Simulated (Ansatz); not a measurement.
# Two Ansatz runs on ZnCu

The cell is COD entry 9008814, as deposited and not checked against the literature; nothing was relaxed.

First run: DFT, r2SCAN, PAW with Ansatz's default frozen-core files, scalar-relativistic (Ansatz 0.2.0).

Command: `ansatz run input.yaml --threads 1 --pin off --max-ram 2048MiB --backend cpu --events-out ev --progress --plain --runs-dir out` The run took 4.6 s on 1 thread of AMD EPYC 9R45 96-Core Processor (Zen 5) (shared host), peak memory 0.52 GiB.

```yaml
crystal:
  lattice:
    - [2.945, 0.0, 0.0]
    - [0.0, 2.945, 0.0]
    - [0.0, 0.0, 2.945]
  atoms:
    - { symbol: Zn, position: [0.5, 0.5, 0.5] }
    - { symbol: Cu, position: [0.0, 0.0, 0.0] }
kpoints:
  mp_grid: { grid: [14, 14, 14] }
  band_path:
    path:
      - [0.0, 0.0, 0.0]
      - [0.0, 0.5, 0.0]
      - [0.5, 0.5, 0.0]
      - [0.0, 0.0, 0.0]
      - [0.5, 0.5, 0.5]
      - [0.0, 0.5, 0.0]
      - [0.5, 0.5, 0.5]
      - [0.5, 0.5, 0.0]
    npoints: 5
scf:
  occupations: { method: fermi_dirac, width: 0.05 }
hamiltonian:
  xc: r2scan
  pseudopotentials: { kind: paw }
output:
  forces: true
  stress: true
  eigenvalues: true
  efg: { contact_densities: true }
  write_density: true
  write_potential: true
  elf: true
  volumetric_format: npy
```

Result: converged; pressure -3.42 GPa; 8 SCF iterations.

A second input differs as follows:

```diff
@@ -22,4 +22,5 @@
 scf:
   occupations: { method: fermi_dirac, width: 0.05 }
+  max_iter: 80
 hamiltonian:
   xc: r2scan
@@ -30,7 +31,5 @@
   eigenvalues: true
   efg: { contact_densities: true }
-  write_density: true
-  write_potential: true
-  elf: true
-  volumetric_format: npy
+basis:
+  ecutwfc: "400 K"
```

**Question.** What is wrong with it, and what does the program do?

**Answer.** The fault is a cutoff in the wrong unit. The run refused before any iteration. The log ends:
```
Error: inconsistent input (basis.ecutwfc, kpoints): the smallest per-k basis holds n_pw = 0 plane waves (k-point 1, counted from 0 among those solved) but the deck needs at least 17 band(s) per channel, and no run solves more bands than the smallest per-k basis has plane waves; raise basis.ecutwfc until the smallest per-k basis, which caps the automatic band count, holds at least 17 plane waves
```
